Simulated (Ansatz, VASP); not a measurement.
LiCl: VASP beside Ansatz

```
Li Cl
1.0
    -0.06518    2.73304    2.73304
     2.73304   -0.06518    2.73304
     2.66786    2.66786    0.00000
Li Cl
1 1
Cartesian
  0.0000 0.0000 -0.0247
  1.3339 1.3339 1.3912
```

Change from the starting cell: shear_xy strain -4.8%.

Alike in both runs: task single point; functional r2SCAN; k mesh 8 × 8 × 8; no spin polarisation.

|  | VASP | Ansatz |
| --- | --- | --- |
| version | VASP 6.6.1 | Ansatz 0.2.0 |
| potentials or method | VASP PAW PBE potentials, release 64 (Li_sv, Cl) | plane waves, PAW |
| plane-wave cutoff (eV) | 520 | 500 |
| occupations | gaussian, width 0.01 eV | fixed |
| valence electrons in the cell | 10 | 10 |

```tsv
	VASP	Ansatz	Ansatz less VASP
gap on the k mesh at the Fermi level (eV)	6.65	6.59	-0.058
rms of the force components (eV/Å)	0.003	0.001	-0.0021
```

Atom by atom the forces differ by 0.002 eV/Å (rms over components).

Caveats: the PAW data sets were made with another functional, which shifts forces and pressure a little (VASP). A k mesh can miss the band edges.
